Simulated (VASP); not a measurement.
# TaN (Fm-3m) in VASP: a series of runs

Aim: see how the results for TaN move with the level of theory and the settings. Levels: LDA, PBE. Tasks: relaxation of cell and atoms.

All numbers are computed with VASP 6.6.1; they aren't measurements. Logs are shortened: lines on timing, memory, paths and dates and some standing lists are left out, and cuts for length are marked.

## (1) The structure

The structure is cubic, space group Fm-3m (No. 225). Conventional cell: a = 4.423 Å, b = 4.423 Å, c = 4.423 Å, α = 90.00°, β = 90.00°, γ = 90.00°. Around Ta (site symmetry m-3m) lie 6 N at 2.21 Å. N (site symmetry m-3m) is surrounded by 6 Ta at 2.21 Å.

The cell comes from a database or a generator and needn't be the stable form of this composition.

## (2) Relaxation of cell and atoms, LDA

INCAR reads:

```
PREC     = Accurate       # precision mode
ENCUT    = 600            # plane-wave cutoff, eV
EDIFF    = 1E-6           # SCF threshold, eV
ISMEAR   = 1              # smearing method
SIGMA    = 0.1            # smearing width, eV
LREAL    = F              # projectors in reciprocal space
LASPH    = T              # aspherical terms in the spheres
NELM     = 80             # most SCF steps
ALGO     = Normal         # electronic algorithm
ISIF     = 3              # what is computed and relaxed
LWAVE    = F              # write WAVECAR
LCHARG   = F              # write CHGCAR
IBRION   = 2              # ionic algorithm
NSW      = 90             # ionic steps
EDIFFG   = -0.01          # ionic threshold
```

KPOINTS reads:

```
regular mesh
0
Gamma
  14 14 14
```

POSCAR reads:

```
TaN
1.0
    0.0000000000      2.2113230000      2.2113230000
    2.2113230000      0.0000000000      2.2113230000
    2.2113230000      2.2113230000      0.0000000000
Ta N
1 1
Direct
    0.5000000000      0.5000000000      0.5000000000
    0.0000000000      0.0000000000      0.0000000000
```

Potentials or basis: VASP PAW LDA potentials, release 64 (Ta_pv, N).

Started as:

```bash
cat potpaw_LDA.64/Ta_pv/POTCAR potpaw_LDA.64/N/POTCAR > POTCAR
mpirun -np 1 vasp_std > vasp.out
```

OUTCAR:

```text
PREC = Accurate
   ENCUT = 600
   EDIFF = 1E-6
   ISMEAR = 1
   LREAL = F
   LASPH = T
   NELM = 80
   ISIF = 3
   IBRION = 2
   NSW = 90
   EDIFFG = -0.01

 ion  position               nearest neighbor table
   1  0.500  0.500  0.500-   2 2.21   2 2.21   2 2.21   2 2.21   2 2.21   2 2.21
   2  0.000  0.000  0.000-   1 2.21   1 2.21   1 2.21   1 2.21   1 2.21   1 2.21

  LATTYP: Found a face centered cubic cell.
 ALAT       =     4.4226460000

  Lattice vectors:

 A1 = (   0.0000000000,   2.2113230000,   2.2113230000)
 A2 = (   2.2113230000,   0.0000000000,   2.2113230000)
 A3 = (   2.2113230000,   2.2113230000,   0.0000000000)

Analysis of symmetry for initial positions (statically):
=====================================================================
 Subroutine PRICEL returns:
 Original cell was already a primitive cell.

 Routine SETGRP: Setting up the symmetry group for a
 face centered cubic supercell.

 Subroutine GETGRP returns: Found 48 space group operations
 (whereof 48 operations were pure point group operations)
 out of a pool of 48 trial point group operations.

The static configuration has the point symmetry O_h .

Analysis of symmetry for dynamics (positions and initial velocities):
=====================================================================
 Subroutine PRICEL returns:
 Original cell was already a primitive cell.

 Routine SETGRP: Setting up the symmetry group for a
 face centered cubic supercell.

 Subroutine GETGRP returns: Found 48 space group operations
 (whereof 48 operations were pure point group operations)
 out of a pool of 48 trial point group operations.

The dynamic configuration has the point symmetry O_h .

 Subroutine INISYM returns: Found 48 space group operations
 (whereof 48 operations are pure point group operations),
 and found     1 'primitive' translations

----------------------------------------------------------------------------------------

                                     Primitive cell

  volume of cell :      21.6265

  direct lattice vectors                    reciprocal lattice vectors
     0.000000000  2.211323000  2.211323000    -0.226108985  0.226108985  0.226108985
     2.211323000  0.000000000  2.211323000     0.226108985 -0.226108985  0.226108985
     2.211323000  2.211323000  0.000000000     0.226108985  0.226108985 -0.226108985

  length of vectors
     3.127282977  3.127282977  3.127282977     0.391632251  0.391632251  0.391632251

  position of ions in fractional coordinates (direct lattice)
     0.500000000  0.500000000  0.500000000
     0.000000000  0.000000000  0.000000000

  ion indices of the primitive-cell ions
   primitive index   ion index
                 1           1
                 2           2

----------------------------------------------------------------------------------------

 KPOINTS: regular mesh

Automatic generation of k-mesh.
 Grid dimensions read from file:
 generate k-points for:   14   14   14

 Generating k-lattice:

  Cartesian coordinates                     Fractional coordinates (reciprocal lattice)
    -0.016150642  0.016150642  0.016150642     0.071428571  0.000000000  0.000000000
     0.016150642 -0.016150642  0.016150642     0.000000000  0.071428571  0.000000000
     0.016150642  0.016150642 -0.016150642     0.000000000  0.000000000  0.071428571

  Length of vectors
     0.027973732  0.027973732  0.027973732

  Shift w.r.t. Gamma in fractional coordinates (k-lattice)
     0.000000000  0.000000000  0.000000000

 Subroutine IBZKPT returns following result:
 ===========================================

 Found    104 irreducible k-points:

 Following reciprocal coordinates:
            Coordinates               Weight
  0.000000  0.000000  0.000000      1.000000
  0.071429  0.000000  0.000000      8.000000
  0.142857  0.000000  0.000000      8.000000
  0.214286  0.000000  0.000000      8.000000
  0.285714  0.000000  0.000000      8.000000
  0.357143  0.000000  0.000000      8.000000
[... 16 lines left out ...]
  0.214286  0.142857  0.000000     24.000000
  0.285714  0.142857  0.000000     24.000000
 [... further k-points ...]
   k-points           NKPTS =    104   k-points in BZ     NKDIM =    104   number of bands    NBANDS=     12
   number of dos      NEDOS =    301   number of ions     NIONS =      2
   total plane-waves  NPLWV =  21952
   dimension x,y,z NGX =    28 NGY =   28 NGZ =   28
   dimension x,y,z NGXF=    56 NGYF=   56 NGZF=   56
   ions per type =               1   1
   NGX,Y,Z   is equivalent  to a cutoff of  14.88, 14.88, 14.88 a.u.
   NGXF,Y,Z  is equivalent  to a cutoff of  29.77, 29.77, 29.77 a.u.
 SYSTEM =  unknown system
   PREC   = accura    normal or accurate (medium, high low for compatibility)
   ISTART =      0    job   : 0-new  1-cont  2-samecut
   ICHARG =      2    charge: 1-file 2-atom 10-const
   ISPIN  =      1    spin polarized calculation?
   LNONCOLLINEAR =      F non collinear calculations
   LSORBIT =      F    spin-orbit coupling
   LASPH  =      T    aspherical Exc in radial PAW
   ENCUT  =  600.0 eV  44.10 Ry    6.64 a.u.   6.25  6.25  6.25*2*pi/ulx,y,z
   NELM   =     80;   NELMIN=  2; NELMDL= -5     # of ELM steps
   EDIFF  = 0.1E-05   stopping-criterion for ELM
   LREAL  =      F    real-space projection
   EDIFFG = -.1E-01   stopping-criterion for IOM
   NSW    =     90    number of steps for IOM
   IBRION =      2    ionic relax: 0-MD 1-quasi-New 2-CG
   NFREE  =      1    steps in history (QN), initial steepest desc. (CG)
   ISIF   =      3    stress and relaxation
   ISYM   =      2    0-nonsym 1-usesym 2-fastsym
   POTIM  = 0.5000    time-step for ionic-motion
   TEBEG  =    0.0;   TEEND  =   0.0 temperature during run
   PSTRESS=    0.0 pullay stress
   NELECT =      16.0000    total number of electrons
   NUPDOWN=      -1.0000    fix difference up-down
   EMIN   =  10.00;   EMAX   =-10.00  energy-range for DOS
   EFERMI =   0.00;   METHOD = LEGACY
   ISMEAR =     1;   SIGMA  =   0.10  broadening in eV -4-tet -1-fermi 0-gaus
   EFERMI_NEDOS =   21; number of points for ismear=-14 and -15
   IALGO  =     38    algorithm
   IMIX   =      4    mixing-type and parameters
     AMIX     =   0.40;   BMIX     =  1.00
     AMIX_MAG =   1.60;   BMIX_MAG =  1.00
  volume/ion in A,a.u.               =      10.81        72.97
  Fermi-wavevector in a.u.,A,eV,Ry     =   1.480651  2.798024 29.828417  2.192327
  Thomas-Fermi vector in A             =   2.594659
   LORBIT       =      0    0 simple, 1 ext, 2 COOP (PROOUT), +10 PAW based schemes
   GGA     = CA    functional components
   LHFCALC =     F    Hartree Fock is set to
   AEXX    =    0.0000 exact exchange contribution
   IVDW    =     0    specifies the selected vdW correction
   LEPSILON=     F    determine dielectric tensor
   LRPA    =     F    only Hartree local field effects (RPA)
 conjugate gradient relaxation of ions
 non-spin polarized calculation
 Methfessel and Paxton  Order N= 1 SIGMA  =   0.10
  energy-cutoff  :      600.00
  volume of cell :       21.63
 maximum number of plane-waves:       740
 NGX is ok and might be reduce to    28
   NGX = 13   NGY = 13   NGZ = 13

--------------------------------------- Ionic step        1  -------------------------------------------

 number of electron      15.9999999 magnetization

 Free energy of the ion-electron system (eV)
  ---------------------------------------------------
  ext. energy  EPLUGINS =         0.00000000
  ---------------------------------------------------
  free energy    TOTEN  =       -24.10014835 eV

  energy without entropy =      -24.10017767  energy(sigma->0) =      -24.10015812

------------------------ aborting loop because EDIFF is reached ----------------------------------------

  FORCE on cell =-STRESS in cart. coord.  units (eV):
  Direction    XX          YY          ZZ          XY          YZ          ZX
  --------------------------------------------------------------------------------------
  -------------------------------------------------------------------------------------
  Total       -2.0880408     -2.0880408     -2.0880408     -0.0000000      0.0000000     -0.0000000
  in kB     -154.6902761   -154.6902761   -154.6902761     -0.0000000      0.0000000     -0.0000000
  external PRESSURE =    -154.6902761 kB  Pullay stress =       0.0000000 kB
[... 21 lines left out ...]
  energy  without entropy=      -24.1001776674  energy(sigma->0) =      -24.10015812

--------------------------------------- Ionic step        2  -------------------------------------------

 number of electron      16.0000002 magnetization

 E-fermi :  11.0115     XC(G=0): -14.4254

 val. band max:       10.9660147929   @ k =  -0.2857   0.3571   0.1429
 cond. band min:      11.0240441670   @ k =  -0.2857   0.1429   0.0000
 fundamental gap:      0.0580293741
 Fermi energy:        11.0114645543

 k-point     1 :       0.0000    0.0000    0.0000
  band No.  band energies     occupation
      1     -24.2387      2.00000
      2     -24.2387      2.00000
      3     -24.2387      2.00000
      4      -8.6869      2.00000
      5       6.9042      2.00000
      6       6.9042      2.00000
      7       6.9042      2.00000
      8       8.5033      2.00000
      9       8.5033      2.00000
     10       8.5033      2.00000
     11      11.0873      0.04260
     12      11.0873      0.04260
[... 414 lines left out ...]
  energy  without entropy=      -24.1486571040  energy(sigma->0) =      -24.14867893

--------------------------------------- Ionic step        4  -------------------------------------------

 number of electron      16.0000001 magnetization

 Free energy of the ion-electron system (eV)
  ---------------------------------------------------
  ext. energy  EPLUGINS =         0.00000000
  ---------------------------------------------------
  free energy    TOTEN  =       -24.14876568 eV

  energy without entropy =      -24.14873186  energy(sigma->0) =      -24.14875440

 E-fermi :   9.6935     XC(G=0): -13.8167

 val. band max:        9.6565942127   @ k =  -0.2857   0.3571   0.1429
 cond. band min:       9.6943840276   @ k =  -0.2857   0.1429   0.0000
 fundamental gap:      0.0377898149
 Fermi energy:         9.6935149259

 k-point     1 :       0.0000    0.0000    0.0000
  band No.  band energies     occupation
      1     -25.7825      2.00000
      2     -25.7825      2.00000
      3     -25.7825      2.00000
      4      -9.1103      2.00000
      5       5.8834      2.00000
      6       5.8834      2.00000
      7       5.8834      2.00000
      8       7.5132      2.00000
      9       7.5132      2.00000
     10       7.5132      2.00000
     11       9.7291      0.43734
     12       9.7291      0.43734
[... 374 lines left out ...]
  FREE ENERGIE OF THE ION-ELECTRON SYSTEM (eV)
  ---------------------------------------------------
  free  energy   TOTEN  =       -24.1487656750 eV

  energy  without entropy=      -24.1487318572  energy(sigma->0) =      -24.14875440

 reached required accuracy - stopping structural energy minimisation
```

It took 50 s on 1 thread of Intel Xeon Platinum 8488C (Sapphire Rapids), shared host; peak memory 0.18 GiB.

Results:

* Free energy: -24.1488 eV
* Relaxed volume: 10.33 Å³/atom
* Relaxed cell: a = 3.080 Å, b = 3.080 Å, c = 3.080 Å, α = 60.00°, β = 60.00°, γ = 60.00°
* Space group after relaxing (to 0.05 Å): Fm-3m (No. 225)
* Energy gained by relaxing: 24.3 meV/atom
* Ionic steps: 4
* Pressure after relaxing: -0.1 GPa
* Band gap on the k mesh: none (metal or under the smearing width)

The path:
```
step  energy change (eV)  largest force (eV/Å)  pressure (GPa)  volume (Å³)
   1              0.0000                0.0000          -15.47        21.63
   2              0.2678                0.0000           52.35        18.52
   3             -0.0485                0.0000           -0.65        20.70
   4             -0.0486                0.0000           -0.14        20.67
```

Final structure:
```xyz
2
Lattice="0.0000 2.1781 2.1781 2.1781 0.0000 2.1781 2.1781 2.1781 0.0000" Properties=species:S:1:pos:R:3 pbc="T T T"
Ta    2.1781    2.1781    2.1781
N     0.0000    0.0000    0.0000
```

The run has no spin-orbit coupling, so splittings on Ta are missing.

## (3) Relaxation of cell and atoms, LDA

This run uses another cell than the first one, of 10.33 Å³/atom, 0.956 times its volume.

INCAR, as its differences from that of step 2:

```diff
@@ -2,3 +2,3 @@
 ENCUT    = 600            # plane-wave cutoff, eV
-EDIFF    = 1E-6           # SCF threshold, eV
+EDIFF    = 1E-7           # SCF threshold, eV
 ISMEAR   = 1              # smearing method
@@ -14,2 +14,2 @@
 NSW      = 90             # ionic steps
-EDIFFG   = -0.01          # ionic threshold
+EDIFFG   = -0.005         # ionic threshold
```

KPOINTS is that of step 2.

POSCAR reads:

```
TaN                                     
1.0
   -0.0000000000      2.1781333641      2.1781333641
    2.1781333641      0.0000000000      2.1781333641
    2.1781333641      2.1781333641     -0.0000000000
  Ta              N             
     1     1
Direct
     0.5000000000000000    0.5000000000000000    0.5000000000000000
     0.0000000000000000    0.0000000000000000    0.0000000000000000
```

Potentials or basis: VASP PAW LDA potentials, release 64 (Ta_pv, N).

Started as:

```bash
cat potpaw_LDA.64/Ta_pv/POTCAR potpaw_LDA.64/N/POTCAR > POTCAR
mpirun -np 1 vasp_std > vasp.out
```

It took 34 s on 1 thread of Intel Xeon Platinum 8488C (Sapphire Rapids), shared host; peak memory 0.17 GiB.

Results (log left out):

| Property | Result |
| --- | --- |
| Free energy | -24.1476 eV |
| Relaxed volume | 10.33 Å³/atom |
| Relaxed cell | a = 3.080 Å, b = 3.080 Å, c = 3.080 Å, α = 60.00°, β = 60.00°, γ = 60.00° |
| Space group after relaxing (to 0.05 Å) | Fm-3m (No. 225) |
| Energy gained by relaxing | 0.0 meV/atom |
| Ionic steps | 3 |
| Pressure after relaxing | 0.0 GPa |
| Band gap on the k mesh | none (metal or under the smearing width) |

Final structure:
```yaml
crystal:
  lattice:
    - [0.00000, 2.17798, 2.17798]
    - [2.17798, 0.00000, 2.17798]
    - [2.17798, 2.17798, 0.00000]
  atoms:
    - { symbol: Ta, position: [0.50000, 0.50000, 0.50000] }
    - { symbol: N, position: [0.00000, 0.00000, 0.00000] }
```

Levels at points of the mesh, in eV from the Fermi level:
```
           k point  band 5  band 6  band 7  band 8  band 9  band 10  band 11  band 12
(0.00, 0.00, 0.00)   -3.81   -3.81   -3.81   -2.18   -2.18    -2.18     0.04     0.04
(0.50, 0.00, 0.00)  -10.53   -7.74   -7.74    2.00    2.00     2.12     4.08     7.84
(0.50, 0.50, 0.00)   -6.55   -5.64   -4.59   -4.59    2.18     3.73     3.73     4.96
```

The run has no spin-orbit coupling, so splittings on Ta are missing.

## (4) Relaxation of cell and atoms, PBE

INCAR reads:

```
PREC     = Accurate       # precision mode
ENCUT    = 300            # plane-wave cutoff, eV
EDIFF    = 1E-6           # SCF threshold, eV
ISMEAR   = 1              # smearing method
SIGMA    = 0.1            # smearing width, eV
LREAL    = False          # projectors in reciprocal space
LASPH    = True           # aspherical terms in the spheres
NELM     = 80             # most SCF steps
ALGO     = Normal         # electronic algorithm
ISIF     = 3              # what is computed and relaxed
LWAVE    = False          # write WAVECAR
LCHARG   = False          # write CHGCAR
GGA      = PE             # functional
IBRION   = 2              # ionic algorithm
NSW      = 90             # ionic steps
EDIFFG   = -0.01          # ionic threshold
```

KPOINTS reads:

```
regular mesh
0
Gamma
  7 7 7
```

POSCAR reads:

```
TaN
1.0
    0.0000000000      2.2113230000      2.2113230000
    2.2113230000      0.0000000000      2.2113230000
    2.2113230000      2.2113230000      0.0000000000
Ta N
1 1
Direct
    0.5000000000      0.5000000000      0.5000000000
    0.0000000000      0.0000000000      0.0000000000
```

Potentials or basis: VASP PAW PBE potentials, release 64 (Ta_pv, N_s).

Started as:

```bash
cat potpaw_PBE.64/Ta_pv/POTCAR potpaw_PBE.64/N_s/POTCAR > POTCAR
mpirun -np 1 vasp_std > vasp.out
```

Run time: 5.6 s. Hardware: 1 thread of Intel Xeon Platinum 8488C (Sapphire Rapids), shared host; peak memory 0.11 GiB.

These settings aren't checked as converged: the numbers below hold their error.

Results:

```yaml
Free_energy: -21.8448 eV
Relaxed_volume: 10.75 Å³/atom
Relaxed_cell: a = 3.121 Å, b = 3.121 Å, c = 3.121 Å, α = 60.00°, β = 60.00°, γ = 60.00°
Space_group_after_relaxing_to_0.05_Å: Fm-3m (No. 225)
Energy_gained_by_relaxing: 0.4 meV/atom
Ionic_steps: 3
Band_gap_on_the_k_mesh: none (metal or under the smearing width)
```

Caveat: the cutoff is under 1.25 times the usual one of these potentials, so pressure, stress and relaxed cells hold a basis-set (Pulay) error.
